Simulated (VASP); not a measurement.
# Hf (P6_3/mmc) in VASP: elastic constants with LDA

Aim: the elastic constants of Hf with LDA.

Program: VASP 6.6.1. These are calculated values, not measurements. Logs are shortened: lines on timing, memory, paths and dates and some standing lists are left out, and cuts for length are marked.

## Step 1: The structure

It takes space group P6_3/mmc (No. 194, hexagonal). The conventional cell has a = 3.192 Å, b = 3.192 Å, c = 5.045 Å, α = 90.00°, β = 90.00°, γ = 120.00°. Hf (site symmetry -6m2) has 12 Hf at 3.12 to 3.19 Å as nearest neighbours.

## Step 2: Elastic constants, LDA

POSCAR

```
Hf
1.0
    3.1923846300      0.0000000000      0.0000000000
   -1.5961923200      2.7646861900      0.0000000000
    0.0000000000      0.0000000000      5.0450416400
Hf
2
Direct
    0.3333333300      0.6666666700      0.2500000000
    0.6666666700      0.3333333300      0.7500000000
```

INCAR.step1

```
SYSTEM = Hf
ALGO     = Normal         ! electronic algorithm
EDIFF    = 1E-8           ! SCF threshold, eV
EDIFFG   = -0.002         ! ionic threshold
ENCUT    = 600            ! plane-wave cutoff, eV
IBRION   = 2              ! ionic algorithm
ISIF     = 3              ! what is computed and relaxed
ISMEAR   = 0              ! smearing method
LASPH    = .True.         ! aspherical terms in the spheres
LCHARG   = .False.        ! write CHGCAR
LREAL    = .False.        ! projectors in reciprocal space
LWAVE    = .False.        ! write WAVECAR
NELM     = 100            ! most SCF steps
NSW      = 40             ! ionic steps
PREC     = Accurate       ! precision mode
SIGMA    = 0.1            ! smearing width, eV
```

INCAR.step2

```
SYSTEM = Hf
ALGO     = Normal         ! electronic algorithm
EDIFF    = 1E-8           ! SCF threshold, eV
ENCUT    = 600            ! plane-wave cutoff, eV
IBRION   = 6              ! ionic algorithm
ISIF     = 3              ! what is computed and relaxed
ISMEAR   = 0              ! smearing method
LASPH    = .True.         ! aspherical terms in the spheres
LCHARG   = .False.        ! write CHGCAR
LREAL    = .False.        ! projectors in reciprocal space
LWAVE    = .False.        ! write WAVECAR
NELM     = 100            ! most SCF steps
NFREE    = 2            
NSW      = 1              ! ionic steps
POTIM    = 0.015          ! step
PREC     = Accurate       ! precision mode
SIGMA    = 0.1            ! smearing width, eV
```

KPOINTS

```
k-points
0
Gamma
  6 6 4
  0 0 0
```

Potentials or basis: VASP PAW LDA potentials, release 64 (Hf_pv).

Run with:

```console
$ cat potpaw_LDA.64/Hf_pv/POTCAR > POTCAR
$ cp INCAR.step1 INCAR
$ mpirun -np 1 vasp_std > vasp.out
$ cp CONTCAR POSCAR
$ cp INCAR.step2 INCAR
$ mpirun -np 1 vasp_std > vasp.out
```

OUTCAR:

```text
SYSTEM = Hf
   EDIFF = 1E-8
   ENCUT = 600
   IBRION = 6
   ISIF = 3
   ISMEAR = 0
   LASPH = .True.
   LREAL = .False.
   NELM = 100
   NFREE = 2
   NSW = 1
   POTIM = 0.015
   PREC = Accurate

 ion  position               nearest neighbor table
   1  0.333  0.667  0.250-   2 3.06   2 3.06   2 3.06   2 3.06   2 3.06   2 3.06
   2  0.667  0.333  0.750-   1 3.06   1 3.06   1 3.06   1 3.06   1 3.06   1 3.06

  LATTYP: Found a hexagonal cell.
 ALAT       =     3.1105545792
 C/A-ratio  =     1.5938509065

  Lattice vectors:

 A1 = (   3.1105545792,   0.0000000001,   0.0000000000)
 A2 = (  -1.5552772943,   2.6938192870,   0.0000000000)
 A3 = (   0.0000000000,   0.0000000000,   4.9577602359)

Analysis of symmetry for initial positions (statically):
=====================================================================
 Subroutine PRICEL returns:
 Original cell was already a primitive cell.

 Routine SETGRP: Setting up the symmetry group for a
 hexagonal supercell.

 Subroutine GETGRP returns: Found 24 space group operations
 (whereof 12 operations were pure point group operations)
 out of a pool of 24 trial point group operations.

The static configuration has the point symmetry D_3d.
 The point group associated with its full space group is D_6h.

Analysis of symmetry for dynamics (positions and initial velocities):
=====================================================================
 Subroutine PRICEL returns:
 Original cell was already a primitive cell.

 Routine SETGRP: Setting up the symmetry group for a
 hexagonal supercell.

 Subroutine GETGRP returns: Found 24 space group operations
 (whereof 12 operations were pure point group operations)
 out of a pool of 24 trial point group operations.

The dynamic configuration has the point symmetry D_3d.
 The point group associated with its full space group is D_6h.

 Subroutine INISYM returns: Found 24 space group operations
 (whereof 12 operations are pure point group operations),
 and found     1 'primitive' translations

----------------------------------------------------------------------------------------

                                     Primitive cell

  volume of cell :      41.5424

  direct lattice vectors                    reciprocal lattice vectors
     3.110554579  0.000000000  0.000000000     0.321486081  0.185610076  0.000000000
    -1.555277294  2.693819287  0.000000000    -0.000000000  0.371220150  0.000000000
     0.000000000  0.000000000  4.957760236     0.000000000  0.000000000  0.201703986

  length of vectors
     3.110554579  3.110554583  4.957760236     0.371220151  0.371220150  0.201703986

  position of ions in fractional coordinates (direct lattice)
     0.333333330  0.666666670  0.250000000
     0.666666670  0.333333330  0.750000000

  ion indices of the primitive-cell ions
   primitive index   ion index
                 1           1
                 2           2

----------------------------------------------------------------------------------------

 KPOINTS: k-points

Automatic generation of k-mesh.
 Grid dimensions read from file:
 generate k-points for:    6    6    4

 Generating k-lattice:

  Cartesian coordinates                     Fractional coordinates (reciprocal lattice)
     0.053581013  0.030935013  0.000000000     0.166666667  0.000000000  0.000000000
    -0.000000000  0.061870025  0.000000000     0.000000000  0.166666667  0.000000000
[... 94 lines left out ...]
--------------------------------------- Ionic step        1  -------------------------------------------

 number of electron      19.9999999 magnetization

 Free energy of the ion-electron system (eV)
  ---------------------------------------------------
  ext. energy  EPLUGINS =         0.00000000
  ---------------------------------------------------
  free energy    TOTEN  =       -21.37154365 eV

  energy without entropy =      -21.35943754  energy(sigma->0) =      -21.36549059

------------------------ aborting loop because EDIFF is reached ----------------------------------------

  FORCE on cell =-STRESS in cart. coord.  units (eV):
  Direction    XX          YY          ZZ          XY          YZ          ZX
  --------------------------------------------------------------------------------------
  -------------------------------------------------------------------------------------
  Total        0.0023960      0.0023960      0.0038165     -0.0000000      0.0000000     -0.0000000
  in kB        0.0924053      0.0924053      0.1471901     -0.0000000      0.0000000     -0.0000000
  external PRESSURE =       0.1106669 kB  Pullay stress =       0.0000000 kB
[... 89 lines left out ...]
  FREE ENERGIE OF THE ION-ELECTRON SYSTEM (eV)
  ---------------------------------------------------
  free  energy   TOTEN  =       -21.3664180887 eV

  energy  without entropy=      -21.3542972476  energy(sigma->0) =      -21.36035767

[... ionic steps 4 to 14 ...]

--------------------------------------- Ionic step       15  -------------------------------------------

 number of electron      19.9999999 magnetization

------------------------ aborting loop because EDIFF is reached ----------------------------------------
[... 67 lines left out ...]
--------------------------------------- Ionic step       17  -------------------------------------------

 number of electron      19.9999999 magnetization

 Free energy of the ion-electron system (eV)
  ---------------------------------------------------
  ext. energy  EPLUGINS =         0.00000000
  ---------------------------------------------------
  free energy    TOTEN  =       -21.37110826 eV

  energy without entropy =      -21.35928333  energy(sigma->0) =      -21.36519580

 E-fermi :   5.4092     XC(G=0): -11.8116

 val. band max:        5.3519757305   @ k =   0.1667  -0.0000   0.2500
 cond. band min:       5.4286711305   @ k =   0.3333   0.3333   0.2500
 fundamental gap:      0.0766953999
 Fermi energy:         5.4092207823

 k-point     1 :       0.0000    0.0000    0.0000
  band No.  band energies     occupation
      1     -25.5706      2.00000
      2     -24.5977      2.00000
      3     -24.5977      2.00000
      4     -24.4549      2.00000
      5     -24.4389      2.00000
      6     -24.4389      2.00000
      7      -2.2341      2.00000
      8       1.3719      2.00000
      9       6.3400      0.00000
     10       6.4717      0.00000
     11       6.4717      0.00000
     12       6.6891      0.00000
     13       7.3468      0.00000
     14       7.3468      0.00000
[... 418 lines left out ...]
  FREE ENERGIE OF THE ION-ELECTRON SYSTEM (eV)
  ---------------------------------------------------
  free  energy   TOTEN  =       -21.3711082614 eV

  energy  without entropy=      -21.3592833306  energy(sigma->0) =      -21.36519580

 INTERNAL STRAIN TENSORS FROM STRAINED CELLS
 ============================================

 INTERNAL STRAIN TENSOR FOR ION    1 for displacements in x,y,z  (eV/Angst):
          X           Y           Z          XY          YZ          ZX
  --------------------------------------------------------------------------------
  x     0.00000    -0.00000     0.00000    -2.59282     0.00000    -0.00000
  y    -2.56222     2.65208    -0.00000     0.00010    -0.00005     0.00002
  z    -0.00000     0.00000     0.00000     0.00000    -0.00224     0.00000

 INTERNAL STRAIN TENSORS FROM DISPLACED ATOMS
 ============================================

 INTERNAL STRAIN TENSOR FOR ION    1 for displacements in x,y,z  (eV/Angst):
          X           Y           Z          XY          YZ          ZX
  --------------------------------------------------------------------------------
  x     0.00000    -0.00000    -0.00000    -2.59957     0.00000     0.00000
  y    -2.59957     2.59957    -0.00000    -0.00000     0.00000     0.00000
  z     0.00000     0.00000     0.00000     0.00000     0.00000     0.00000

 INTERNAL STRAIN TENSOR FOR ION    2 for displacements in x,y,z  (eV/Angst):
          X           Y           Z          XY          YZ          ZX
  --------------------------------------------------------------------------------
  x    -0.00000     0.00000     0.00000     2.59957     0.00000     0.00000
  y     2.59957    -2.59957     0.00000     0.00000     0.00000     0.00000
  z    -0.00000    -0.00000     0.00000     0.00000     0.00000     0.00000

 Eigenvectors and eigenvalues of the dynamical matrix
 ----------------------------------------------------

   1 f  =    3.343008 THz    21.004739 2PiTHz  111.510743 cm-1    13.825564 meV
             X         Y         Z           dx          dy          dz
     -0.000000  1.795880  1.239440     0.000000    0.000000    0.707107
      1.555277  0.897940  3.718320    -0.000000    0.000000   -0.707107
[... 16 lines left out ...]
   5 f  =    0.000000 THz     0.000000 2PiTHz    0.000001 cm-1     0.000000 meV
             X         Y         Z           dx          dy          dz
     -0.000000  1.795880  1.239440    -0.196794   -0.670103   -0.110611
      1.555277  0.897940  3.718320    -0.196794   -0.670103   -0.110611

   6 f/i=    0.000000 THz     0.000000 2PiTHz    0.000000 cm-1     0.000000 meV
             X         Y         Z           dx          dy          dz
     -0.000000  1.795880  1.239440     0.679130   -0.195415   -0.024413
      1.555277  0.897940  3.718320     0.679130   -0.195415   -0.024413

--------------------------------------------------------------------------------------------------------

 ELASTIC MODULI CONTR FROM IONIC RELAXATION (kBar)
 Direction    XX          YY          ZZ          XY          YZ          ZX
 --------------------------------------------------------------------------------
 XX        -206.3222    206.3222     -0.0000      0.0000      0.0000      0.0000
 YY         206.3222   -206.3222      0.0000      0.0000      0.0000      0.0000
 ZZ          -0.0000      0.0000     -0.0000     -0.0000      0.0000      0.0000
 XY           0.0000      0.0000     -0.0000   -206.3222      0.0000      0.0000
 YZ           0.0000      0.0000      0.0000      0.0000      0.0000      0.0000
 ZX           0.0000      0.0000      0.0000      0.0000      0.0000      0.0000
 --------------------------------------------------------------------------------

 TOTAL ELASTIC MODULI (kBar)
 Direction    XX          YY          ZZ          XY          YZ          ZX
 --------------------------------------------------------------------------------
 XX        1405.9158   1129.3472    936.7036     -0.0000      0.0000      0.0000
 YY        1129.3472   1405.9158    936.7036     -0.0000      0.0000      0.0000
 ZZ         936.7036    936.7036   1725.6070     -0.0000     -0.0000      0.0000
 XY          -0.0000     -0.0000     -0.0000    138.2843     -0.0000      0.0000
 YZ           0.0000     -0.0000     -0.0000     -0.0000    274.0873     -0.0000
 ZX           0.0000      0.0000      0.0000      0.0000     -0.0000    274.0873
 --------------------------------------------------------------------------------
```

It took 3.5 min on 1 thread of Intel Xeon Platinum 8488C (Sapphire Rapids), shared host; peak memory 0.22 GiB.

Results:

```yaml
Relaxed_volume: 20.77 Å³/atom
Relaxed_cell: a = 3.111 Å, b = 3.111 Å, c = 4.958 Å, α = 90.00°, β = 90.00°, γ = 120.00°
Space_group_after_relaxing_to_0.05_Å: P6_3/mmc (No. 194)
Voigt_bulk_modulus: 117 GPa
Highest_phonon_frequency_at_Γ: 112 cm⁻¹
```

Step by step:
| step | energy change (eV) | largest force (eV/Å) | pressure (GPa) | volume (Å³) |
| --- | --- | --- | --- | --- |
| 1 | 0.0000 | 0.0000 | -7.14 | 44.53 |
| 2 | 0.0273 | 0.0000 | 10.65 | 38.43 |
| 3 | -0.0699 | 0.0000 | -0.13 | 41.60 |
| 4 | -0.0700 | 0.0000 | 0.03 | 41.54 |
| 5 | -0.0702 | 0.0000 | 0.02 | 41.54 |
| 6 | -0.0703 | 0.0000 | 0.01 | 41.54 |
| 7 | -0.0703 | 0.0000 | 0.01 | 41.54 |

Final structure:
```xyz
2
Lattice="3.1106 0.0000 0.0000 -1.5553 2.6938 0.0000 0.0000 0.0000 4.9578" Properties=species:S:1:pos:R:3 pbc="T T T"
Hf    0.0000    1.7959    1.2394
Hf    1.5553    0.8979    3.7183
```

Phonon frequencies in cm⁻¹ (negative: imaginary):
```tsv
q point	frequencies
(0.000, 0.000, 0.000)	0 0 0 62 62 112
```

Elastic tensor in Voigt notation (GPa, in the Cartesian axes of the cell as first typed):
```
141 113  94   0   0   0
113 141  94   0   0   0
 94  94 173   0   0   0
  0   0   0  27   0   0
  0   0   0   0  27   0
  0   0   0   0   0  14
```

Clamped-ion elastic tensor (GPa):
```
161  92  94   0   0   0
 92 161  94   0   0   0
 94  94 173   0   0   0
  0   0   0  27   0   0
  0   0   0   0  27   0
  0   0   0   0   0  34
```

Caveat: the k mesh is coarse (spacing up to 0.38 Å⁻¹), so the values aren't converged.
